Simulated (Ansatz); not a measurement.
Born–Oppenheimer molecular dynamics of a periodic cell of 16 atoms, TaN (start crystal TaN, start structure P-6m2, volume 1 times the crystal's). It starts from a structure without forces on its atoms.

Method: DFT PBE, scalar-relativistic, plane waves, PAW in Ansatz. Settings: PAW set soft_1, cutoff 420 eV, k mesh 2x2x2, fermi-dirac smearing 0.17 eV, no spin polarisation.

| Item | Value |
| --- | --- |
| ensemble | NVT, Langevin thermostat |
| time step | 1 fs |
| steps asked | 190 |
| set temperature | 2000 K |
| friction | 0.02 /fs |
| seed | 741912 |

Frames 1 fs apart, positions in Å, forces in eV/Å.

Velocities at 20 fs (Å/ps):

```
Ta 2.48 2.55 -4.24
N 10.49 -10.35 -14.66
Ta -0.14 -1.63 -1.74
N -10.28 -0.32 -0.26
Ta -1.65 -1.28 -1.50
N 0.11 -10.66 12.54
Ta -0.45 1.44 1.42
N -6.59 12.91 12.13
Ta 4.63 -0.01 -2.97
N 9.52 -6.33 -1.61
Ta 5.37 -4.63 -0.59
N -0.54 -3.95 7.92
Ta 1.80 0.30 -1.21
N 7.79 5.65 9.34
Ta 2.40 0.59 1.59
N -1.79 -2.01 -1.10
```

```xyz
16
Lattice="-2.9399 -5.0921 0.0000 4.4099 -2.5461 0.0000 0.0000 0.0000 5.7804" Properties=species:S:1:pos:R:3:forces:R:3 time_fs=20 energy_less_start_eV=3.331 T=1191
Ta 0.039 -5.041 1.407 -0.11 -1.79 2.89
N 1.400 -4.356 0.047 1.86 1.61 -1.70
Ta -0.018 -5.106 4.344 2.08 -0.33 -2.07
N 1.654 -4.335 2.790 -2.61 1.68 1.52
Ta -1.528 -2.582 1.379 4.08 0.89 0.67
N 0.195 -1.609 -0.167 -2.05 -1.54 2.52
Ta -1.513 -2.544 4.333 3.05 -0.47 -0.20
N 0.171 -1.696 2.688 -1.87 0.69 2.86
Ta 1.515 -2.520 1.444 0.41 -0.62 -1.61
N 2.885 -1.665 -0.088 1.57 -0.95 1.32
Ta 1.562 -2.614 4.372 -1.16 1.22 -2.85
N 3.003 -1.738 2.778 -0.42 0.65 1.84
Ta -0.001 0.050 1.456 1.62 -1.68 -1.67
N -1.205 -4.279 0.009 -4.37 1.59 -0.71
Ta 0.058 -0.040 4.342 -0.04 1.10 -1.96
N -1.245 -4.080 2.926 -2.03 -2.05 -0.84
16
Lattice="-2.9399 -5.0921 0.0000 4.4099 -2.5461 0.0000 0.0000 0.0000 5.7804" Properties=species:S:1:pos:R:3:forces:R:3 time_fs=21 energy_less_start_eV=3.169 T=1435
Ta 0.041 -5.038 1.403 -0.02 -1.89 3.00
N 1.411 -4.368 0.032 1.68 1.69 -1.47
Ta -0.018 -5.108 4.342 2.06 -0.31 -2.04
N 1.642 -4.337 2.791 -2.43 1.67 1.48
Ta -1.529 -2.583 1.377 4.16 0.99 0.83
N 0.193 -1.620 -0.153 -1.95 -1.33 2.24
Ta -1.514 -2.542 4.335 3.14 -0.56 -0.35
N 0.162 -1.682 2.700 -1.61 0.40 2.60
Ta 1.519 -2.519 1.441 0.13 -0.52 -1.29
N 2.896 -1.672 -0.088 1.49 -0.87 1.31
Ta 1.568 -2.619 4.372 -1.32 1.34 -2.82
N 3.002 -1.741 2.787 -0.40 0.68 1.68
Ta 0.001 0.050 1.455 1.56 -1.67 -1.54
N -1.199 -4.272 0.018 -4.40 1.47 -0.95
Ta 0.061 -0.040 4.343 -0.05 0.89 -1.86
N -1.250 -4.083 2.924 -2.01 -1.99 -0.81
16
Lattice="-2.9399 -5.0921 0.0000 4.4099 -2.5461 0.0000 0.0000 0.0000 5.7804" Properties=species:S:1:pos:R:3:forces:R:3 time_fs=22 energy_less_start_eV=2.983 T=1480
Ta 0.042 -5.035 1.399 0.05 -1.98 3.06
N 1.423 -4.381 0.018 1.45 1.79 -1.23
Ta -0.018 -5.110 4.340 2.03 -0.30 -1.98
N 1.627 -4.343 2.791 -2.23 1.70 1.45
Ta -1.530 -2.585 1.377 4.20 1.11 1.01
N 0.188 -1.632 -0.138 -1.82 -1.12 1.94
Ta -1.514 -2.540 4.336 3.22 -0.66 -0.52
N 0.150 -1.667 2.714 -1.34 0.10 2.34
Ta 1.524 -2.518 1.438 -0.14 -0.44 -0.94
N 2.908 -1.680 -0.087 1.37 -0.77 1.27
Ta 1.574 -2.622 4.373 -1.50 1.43 -2.79
N 3.002 -1.742 2.799 -0.39 0.67 1.47
Ta 0.002 0.050 1.453 1.49 -1.65 -1.37
N -1.196 -4.262 0.025 -4.36 1.30 -1.17
Ta 0.063 -0.039 4.345 -0.08 0.70 -1.75
N -1.259 -4.088 2.924 -1.95 -1.90 -0.79
16
Lattice="-2.9399 -5.0921 0.0000 4.4099 -2.5461 0.0000 0.0000 0.0000 5.7804" Properties=species:S:1:pos:R:3:forces:R:3 time_fs=23 energy_less_start_eV=2.794 T=1681
Ta 0.043 -5.032 1.395 0.09 -2.05 3.07
N 1.436 -4.393 0.004 1.18 1.88 -1.00
Ta -0.018 -5.111 4.338 1.99 -0.28 -1.92
N 1.613 -4.347 2.788 -2.04 1.74 1.48
Ta -1.532 -2.588 1.376 4.25 1.26 1.17
N 0.180 -1.644 -0.121 -1.66 -0.92 1.63
Ta -1.514 -2.538 4.337 3.30 -0.74 -0.70
N 0.137 -1.652 2.730 -1.09 -0.21 2.05
Ta 1.528 -2.517 1.435 -0.39 -0.36 -0.57
N 2.920 -1.689 -0.086 1.24 -0.65 1.26
Ta 1.580 -2.625 4.374 -1.69 1.51 -2.76
N 3.000 -1.739 2.812 -0.35 0.62 1.25
Ta 0.004 0.050 1.451 1.40 -1.63 -1.17
N -1.196 -4.252 0.032 -4.27 1.09 -1.37
Ta 0.066 -0.038 4.347 -0.12 0.53 -1.67
N -1.273 -4.096 2.923 -1.84 -1.79 -0.76
16
Lattice="-2.9399 -5.0921 0.0000 4.4099 -2.5461 0.0000 0.0000 0.0000 5.7804" Properties=species:S:1:pos:R:3:forces:R:3 time_fs=24 energy_less_start_eV=2.606 T=1751
Ta 0.044 -5.029 1.393 0.10 -2.10 2.99
N 1.453 -4.401 -0.006 0.81 1.94 -0.80
Ta -0.018 -5.113 4.337 1.92 -0.23 -1.85
N 1.600 -4.349 2.784 -1.87 1.78 1.56
Ta -1.534 -2.590 1.376 4.33 1.40 1.30
N 0.171 -1.659 -0.103 -1.49 -0.70 1.31
Ta -1.513 -2.537 4.338 3.37 -0.83 -0.91
N 0.123 -1.636 2.747 -0.86 -0.52 1.79
Ta 1.533 -2.515 1.431 -0.61 -0.31 -0.23
N 2.936 -1.698 -0.088 1.07 -0.50 1.28
Ta 1.585 -2.627 4.375 -1.86 1.58 -2.73
N 2.996 -1.735 2.825 -0.29 0.56 1.04
Ta 0.006 0.049 1.450 1.30 -1.59 -0.96
N -1.203 -4.243 0.038 -4.08 0.84 -1.54
Ta 0.069 -0.038 4.350 -0.18 0.39 -1.60
N -1.291 -4.103 2.918 -1.68 -1.71 -0.66
16
Lattice="-2.9399 -5.0921 0.0000 4.4099 -2.5461 0.0000 0.0000 0.0000 5.7804" Properties=species:S:1:pos:R:3:forces:R:3 time_fs=25 energy_less_start_eV=2.432 T=1901
Ta 0.045 -5.026 1.391 0.07 -2.13 2.87
N 1.471 -4.408 -0.015 0.39 2.00 -0.61
Ta -0.017 -5.114 4.335 1.84 -0.16 -1.75
N 1.585 -4.351 2.779 -1.65 1.81 1.63
Ta -1.537 -2.592 1.377 4.39 1.53 1.45
N 0.159 -1.675 -0.085 -1.31 -0.48 1.01
Ta -1.512 -2.534 4.340 3.41 -0.95 -1.11
N 0.108 -1.619 2.764 -0.65 -0.83 1.55
Ta 1.537 -2.513 1.429 -0.79 -0.28 0.08
N 2.952 -1.708 -0.090 0.87 -0.35 1.30
Ta 1.590 -2.629 4.377 -2.01 1.63 -2.71
N 2.993 -1.731 2.838 -0.23 0.50 0.81
Ta 0.007 0.048 1.448 1.21 -1.53 -0.75
N -1.215 -4.234 0.046 -3.80 0.55 -1.71
Ta 0.074 -0.039 4.353 -0.25 0.30 -1.53
N -1.310 -4.111 2.914 -1.50 -1.63 -0.54
16
Lattice="-2.9399 -5.0921 0.0000 4.4099 -2.5461 0.0000 0.0000 0.0000 5.7804" Properties=species:S:1:pos:R:3:forces:R:3 time_fs=26 energy_less_start_eV=2.282 T=2038
Ta 0.046 -5.024 1.388 0.02 -2.15 2.75
N 1.490 -4.413 -0.026 -0.06 2.04 -0.37
Ta -0.016 -5.117 4.333 1.74 -0.08 -1.62
N 1.568 -4.349 2.776 -1.40 1.78 1.68
Ta -1.539 -2.595 1.379 4.41 1.68 1.63
N 0.146 -1.689 -0.066 -1.11 -0.28 0.71
Ta -1.510 -2.531 4.341 3.44 -1.07 -1.31
N 0.094 -1.603 2.783 -0.48 -1.14 1.29
Ta 1.540 -2.512 1.427 -0.94 -0.25 0.35
N 2.967 -1.718 -0.091 0.67 -0.20 1.32
Ta 1.595 -2.632 4.379 -2.15 1.70 -2.70
N 2.987 -1.728 2.851 -0.15 0.45 0.60
Ta 0.008 0.046 1.446 1.12 -1.45 -0.53
N -1.228 -4.224 0.054 -3.51 0.23 -1.90
Ta 0.078 -0.040 4.355 -0.32 0.25 -1.45
N -1.333 -4.120 2.911 -1.28 -1.51 -0.46
16
Lattice="-2.9399 -5.0921 0.0000 4.4099 -2.5461 0.0000 0.0000 0.0000 5.7804" Properties=species:S:1:pos:R:3:forces:R:3 time_fs=27 energy_less_start_eV=2.170 T=1927
Ta 0.047 -5.021 1.386 -0.04 -2.16 2.62
N 1.511 -4.416 -0.039 -0.53 2.07 -0.08
Ta -0.014 -5.118 4.331 1.63 -0.01 -1.50
N 1.552 -4.346 2.775 -1.18 1.73 1.68
Ta -1.542 -2.597 1.380 4.41 1.81 1.81
N 0.134 -1.701 -0.044 -0.92 -0.10 0.39
Ta -1.507 -2.528 4.341 3.49 -1.22 -1.52
N 0.080 -1.589 2.801 -0.35 -1.41 1.07
Ta 1.544 -2.511 1.426 -1.06 -0.23 0.58
N 2.984 -1.727 -0.090 0.45 -0.05 1.32
Ta 1.599 -2.634 4.382 -2.26 1.77 -2.67
N 2.982 -1.725 2.863 -0.07 0.40 0.41
Ta 0.009 0.043 1.445 1.04 -1.38 -0.32
N -1.240 -4.215 0.060 -3.22 -0.08 -2.04
Ta 0.082 -0.040 4.357 -0.39 0.20 -1.36
N -1.358 -4.132 2.908 -1.03 -1.36 -0.39
16
Lattice="-2.9399 -5.0921 0.0000 4.4099 -2.5461 0.0000 0.0000 0.0000 5.7804" Properties=species:S:1:pos:R:3:forces:R:3 time_fs=28 energy_less_start_eV=2.091 T=2047
Ta 0.048 -5.018 1.383 -0.12 -2.18 2.49
N 1.531 -4.419 -0.051 -0.97 2.12 0.21
Ta -0.012 -5.120 4.328 1.55 0.04 -1.39
N 1.538 -4.343 2.778 -0.96 1.68 1.63
Ta -1.544 -2.600 1.382 4.38 1.93 1.97
N 0.121 -1.713 -0.021 -0.71 0.06 0.07
Ta -1.504 -2.524 4.341 3.53 -1.40 -1.72
N 0.067 -1.578 2.819 -0.23 -1.65 0.85
Ta 1.547 -2.510 1.426 -1.14 -0.22 0.77
N 3.003 -1.735 -0.087 0.17 0.09 1.26
Ta 1.602 -2.635 4.384 -2.34 1.85 -2.62
N 2.978 -1.723 2.872 -0.02 0.37 0.27
Ta 0.010 0.040 1.443 0.98 -1.32 -0.11
N -1.253 -4.206 0.063 -2.92 -0.37 -2.11
Ta 0.085 -0.040 4.359 -0.44 0.16 -1.27
N -1.384 -4.146 2.905 -0.75 -1.17 -0.30
16
Lattice="-2.9399 -5.0921 0.0000 4.4099 -2.5461 0.0000 0.0000 0.0000 5.7804" Properties=species:S:1:pos:R:3:forces:R:3 time_fs=29 energy_less_start_eV=2.030 T=2246
Ta 0.049 -5.015 1.381 -0.24 -2.21 2.33
N 1.547 -4.420 -0.065 -1.33 2.15 0.54
Ta -0.010 -5.122 4.326 1.45 0.10 -1.29
N 1.522 -4.339 2.785 -0.71 1.60 1.51
Ta -1.546 -2.603 1.384 4.27 2.05 2.09
N 0.104 -1.724 0.003 -0.48 0.21 -0.26
Ta -1.500 -2.521 4.341 3.56 -1.58 -1.91
N 0.056 -1.567 2.839 -0.14 -1.89 0.60
Ta 1.549 -2.510 1.425 -1.19 -0.21 0.96
N 3.022 -1.739 -0.082 -0.14 0.17 1.17
Ta 1.605 -2.637 4.387 -2.40 1.93 -2.57
N 2.974 -1.723 2.880 0.03 0.36 0.14
Ta 0.012 0.036 1.441 0.89 -1.26 0.11
N -1.267 -4.199 0.062 -2.63 -0.61 -2.09
Ta 0.089 -0.039 4.361 -0.51 0.13 -1.17
N -1.412 -4.162 2.899 -0.43 -0.94 -0.20
16
Lattice="-2.9399 -5.0921 0.0000 4.4099 -2.5461 0.0000 0.0000 0.0000 5.7804" Properties=species:S:1:pos:R:3:forces:R:3 time_fs=30 energy_less_start_eV=2.007 T=2143
Ta 0.051 -5.012 1.378 -0.39 -2.25 2.18
N 1.561 -4.418 -0.079 -1.63 2.14 0.89
Ta -0.007 -5.125 4.323 1.34 0.16 -1.19
N 1.501 -4.333 2.793 -0.38 1.50 1.37
Ta -1.548 -2.606 1.387 4.09 2.16 2.19
N 0.086 -1.734 0.024 -0.23 0.32 -0.52
Ta -1.497 -2.518 4.341 3.56 -1.74 -2.09
N 0.046 -1.555 2.857 -0.08 -2.15 0.37
Ta 1.550 -2.509 1.423 -1.22 -0.21 1.14
N 3.042 -1.740 -0.076 -0.45 0.24 1.07
Ta 1.608 -2.638 4.390 -2.47 2.01 -2.53
N 2.968 -1.724 2.889 0.09 0.35 0.01
Ta 0.013 0.031 1.439 0.79 -1.20 0.31
N -1.281 -4.194 0.058 -2.34 -0.80 -2.02
Ta 0.093 -0.039 4.361 -0.60 0.13 -1.06
N -1.443 -4.180 2.894 -0.06 -0.66 -0.12
16
Lattice="-2.9399 -5.0921 0.0000 4.4099 -2.5461 0.0000 0.0000 0.0000 5.7804" Properties=species:S:1:pos:R:3:forces:R:3 time_fs=31 energy_less_start_eV=2.036 T=2100
Ta 0.053 -5.009 1.375 -0.58 -2.27 2.02
N 1.573 -4.412 -0.093 -1.87 2.08 1.25
Ta -0.005 -5.127 4.319 1.23 0.23 -1.07
N 1.481 -4.328 2.801 -0.06 1.40 1.23
Ta -1.550 -2.610 1.388 3.90 2.25 2.28
N 0.068 -1.742 0.042 0.01 0.42 -0.75
Ta -1.494 -2.516 4.341 3.54 -1.86 -2.25
N 0.037 -1.543 2.876 -0.04 -2.43 0.11
Ta 1.551 -2.508 1.421 -1.24 -0.22 1.29
N 3.062 -1.743 -0.068 -0.78 0.32 0.93
Ta 1.611 -2.639 4.392 -2.54 2.10 -2.49
N 2.963 -1.723 2.896 0.16 0.31 -0.13
Ta 0.015 0.027 1.437 0.69 -1.15 0.50
N -1.294 -4.189 0.053 -2.06 -0.97 -1.90
Ta 0.097 -0.038 4.362 -0.71 0.15 -0.93
N -1.474 -4.197 2.891 0.34 -0.37 -0.09
```

Of the whole run (190 fs, mean temperature of the second half 2017 K): A run of 0.19 ps of so small a system gives no equilibrium averages. Limits of this set-up: coarse k mesh.

Time of the run: 15 min on 1 thread of Arm Neoverse V2, on a shared host, peak memory 0.51 GiB.
